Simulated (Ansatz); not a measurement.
Theory: Ansatz 0.2.0, DFT PBE, scalar-relativistic, plane waves, PAW.

Plane waves to 420 eV, a k mesh through Γ of 15×15×15 on the computed 3-atom cell and Gaussian smearing (0.10 eV); no spin polarisation.

Structure with the computed forces (eV/Å) in the last three columns:

```xyz
3
Lattice="1.7271 0.9972 7.7514 -1.7271 0.9972 7.7514 0.0000 -1.9943 7.7514" Properties=species:S:1:pos:R:3:forces:R:3 pbc="T T T" pressure_GPa=2.27
In    0.0000    0.0000    0.0000    0.0000    0.0000    0.0000
In    0.0000    0.0000   17.9185    0.0000    0.0000    0.6820
In    0.0000    0.0000    5.3356    0.0000    0.0000   -0.6820
```

Stress tensor (GPa, compression positive):

```
1.74 0.00 0.00
0.00 1.74 0.00
0.00 0.00 3.33
```

This form isn't the element's structure at ambient conditions.